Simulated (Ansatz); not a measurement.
CuAu:

```xyz
2
Lattice="1.4431 0.8331 4.2562 -1.4431 0.8331 4.2562 0.0000 -1.6663 4.2562" Properties=species:S:1:pos:R:3 pbc="T T T"
Au    0.0000    0.0000    0.0000
Cu    0.0000    0.0000    6.3843
```

The cell comes from a database or a generator and needn't be the stable form of this composition.

Below is the output of Ansatz 0.2.0 for this cell. Logs are shortened: lines on timing, memory, paths and dates and some standing lists are left out, and cuts for length are marked.

```text
Warning: RAYON_NUM_THREADS=1 ignored (pool sized by the plan → 1); use --threads N
LAPW: plane waves up to 8.468 Å⁻¹, error target 1.0e-3 eV per atom; small_component_spin mean_spin; Cu in spheres of 1.320 Å, 19 of its electrons in bands, Dirac shells []; Au in spheres of 1.383 Å, 43 of its electrons in bands, Dirac shells [] (how accurate: hamiltonian.pseudopotentials.lapw.basis_error, Limitations)
Engine: ansatz 0.2.0, x86_64-unknown-linux-gnu
Pseudopotentials: kind: all_electron
Pseudopotential: Au, LAPW, valence charge 43, lapw/all_electron/scalar/gaussian/Au, Koelling and Harmon's equation, gaussian nucleus
Pseudopotential: Cu, LAPW, valence charge 19, lapw/all_electron/scalar/gaussian/Cu, Koelling and Harmon's equation, gaussian nucleus
Functional definition: PBEsol
  exchange = pbesol_x
  correlation = pbesol_c
Crystal: 2 atoms, lattice volume = 30.703 Å³
Basis set: ecut = 273.2141459757666 eV, 299 PW (Γ), FFT grids on a1−a3, a2−a3, a3, exchange–correlation at level 2
Bands: 38, of which v1, the nominal top of the filled ones, is band 31 counted from 1 (30 counted from 0)
Symmetry: 12 space group operations
Space group: R-3m (ITA 166), of the structure as read, at distance tolerance 3.1e-5 Å
k-points: 146 of 1331
Non-local potential: Au, projectors of the file, none
Non-local potential: Cu, projectors of the file, none
Initial density: superposition of atomic densities (chi_scale 0.1, normalization cell, long waves kept (reshape's long-wave potential 0.01 eV rms))
Initial wavefunctions: plane waves of lowest kinetic energy (no species holds an atomic orbital)
Functional: x = pbesol(κ = 0.804, μ = 0.12345679012345678), c = pbesol(β = 0.046)
iter 1 solved again at ethr=4.03e-4 eV; its pass at ethr=1.00e-1 eV (dr2=2.50e-1 eV) is discarded
[... 11 lines left out ...]
SCF 1 converged in 9 iterations: F = -562080.481210 eV  dr2 = 9.48e-10
NSCF: frozen V_eff on 21 k-points
SCF converged after 9 iterations
Free energy (F): -562080.481210 eV
Harris-Foulkes:  -562080.481210 eV  (|F-HF|=1.75e-9)
Internal energy: -562080.473157 eV  (E = F + TS)
E sigma→0 (E₀):  -562080.477183 eV
Entropy (-TS):   -0.008052 eV (-4.026 meV/atom)
Fermi energy:    20.048536 eV
--- Per-component energies (eV) ---
  E_band       = -4362.202294
  E_kinetic    = 635064.164641
  E_xc         = -11574.094762
  E_electrostatic = -1185570.543036  (all electrons and nuclei)
  E_smearing   = -0.008052  (= −TS)
  E_closure    = 0.000000  (closes the sum)
  E_atoms      = -562072.315016  (free atoms, spherical and without spin; not in F)
  Σ components = -562080.481210   (vs F -562080.481210, Δ=0.00e0)
  Basis errors (estimates in eV, not in F): energy 2.6e-4 per atom: plane waves 2.2e-4 (1.2e-4 summed), levels above the bands 1.7e-127, relativity 1.1e-8, radial functions 3.9e-5, core shells 5.4e-8; eigenvalues (radial functions only) 2.6e-6; not estimated: angular momenta, meshes, grids; target (lapw.basis_error) 1.0e-3; muffin-tin radii Cu 1.320 Å, Au 1.383 Å
--- Forces (eV/Å), atoms counted from 1 ---
  atom   1  Au    -0.00000000    -0.00000000     0.00000000
  atom   2  Cu    -0.00000000    -0.00000000     0.00000000
  max |Σ_I F_I| component: 4.21e-30 eV/Å
--- Stress (GPa, compression-positive) ---
       -8.600494      -0.000000       0.000000
       -0.000000      -8.600494      -0.000000
        0.000000      -0.000000      -7.106194
  P = ⅓ Tr σ = -8.1024 GPa (-81.024 kbar)
--- Band table (eV; the first three rows and the last of 146) ---
  k-point 0: bands = ["-302.8256", "-302.8125", "-302.8125", "-302.7828", "-302.7828", "-91.8588", "-85.7104", "-58.7876", "-58.7794", "-58.7794", "-58.7620", "-58.7620", "-58.7434", "-58.7423", "-49.4095", "-49.3839", "-49.3839", "-37.1217", "-36.9966", "-36.9966", "10.5594", "13.6209", "15.3076", "15.3076", "16.3078", "16.3078", "17.3627", "17.8869", "17.8869", "18.5110", "18.5110", "19.9019", "24.6099", "34.4979", "35.9420", "35.9420", "37.3793", "40.0019"]
  k-point 1: bands = ["-302.8256", "-302.8125", "-302.8125", "-302.7828", "-302.7828", "-91.8587", "-85.7098", "-58.7876", "-58.7795", "-58.7794", "-58.7620", "-58.7620", "-58.7435", "-58.7422", "-49.4093", "-49.3853", "-49.3842", "-37.1202", "-37.0100", "-37.0000", "10.8135", "13.7674", "15.2101", "15.4638", "16.1064", "16.3164", "17.3945", "17.8388", "17.9163", "18.0500", "18.4668", "20.6742", "24.7269", "34.0132", "34.9831", "35.5501", "36.9394", "38.4942"]
  k-point 2: bands = ["-302.8256", "-302.8125", "-302.8125", "-302.7828", "-302.7828", "-91.8584", "-85.7081", "-58.7875", "-58.7796", "-58.7795", "-58.7620", "-58.7620", "-58.7437", "-58.7421", "-49.4088", "-49.3893", "-49.3853", "-37.1161", "-37.0459", "-37.0091", "11.5345", "14.1260", "15.0380", "15.6031", "15.8909", "16.3513", "17.4009", "17.5817", "17.7938", "17.9997", "18.3502", "21.8849", "25.2232", "30.9816", "34.7166", "34.7675", "35.9193", "36.9918"]
  k-point 145: bands = ["-302.8256", "-302.8125", "-302.8125", "-302.7828", "-302.7828", "-91.8587", "-85.7098", "-58.7876", "-58.7795", "-58.7794", "-58.7620", "-58.7620", "-58.7435", "-58.7422", "-49.4091", "-49.3853", "-49.3842", "-37.1212", "-37.0100", "-37.0001", "12.0793", "13.9412", "15.3158", "15.3642", "15.6154", "16.6170", "16.7726", "17.5455", "17.5948", "17.6083", "17.9826", "18.1068", "32.5367", "33.7915", "34.7654", "35.8779", "36.0338", "38.4358"]
```

Write the input and the command behind it.

Band structure with PBEsol, no spin polarisation. The files as run (others can give the same):

input.yaml
```yaml
crystal:
  lattice:
    - [1.4430568479, 0.8331492596, 4.2561707609]
    - [-1.4430568479, 0.8331492596, 4.2561707609]
    - [0.0, -1.6662985192, 4.2561707609]
  atoms:
    - { symbol: Au, position: [0.0, 0.0, 0.0] }
    - { symbol: Cu, position: [0.5, 0.5, 0.5] }
kpoints:
  mp_grid: { grid: [11, 11, 11] }
  band_path:
    path:
      - [0.0, 0.0, 0.0]
      - [0.5, 0.0, 0.0]
      - [0.5, 0.1922122767, -0.1922122767]
    npoints: 10
scf:
  occupations: { method: fermi_dirac, width: 0.05 }
hamiltonian:
  xc: pbesol
  pseudopotentials: { kind: all_electron, lapw: { basis_error: 0.001 } }
output:
  forces: true
  stress: true
  eigenvalues: true
```

Potentials or basis: all-electron LAPW, scalar-relativistic.
The run is started by
```sh
$ ansatz run input.yaml --threads 1 --pin off --max-ram 3072MiB --backend cpu --events-out ev --progress --plain --runs-dir out
```

Caveat: spin-orbit coupling is left out, which moves the levels of the heavy elements.
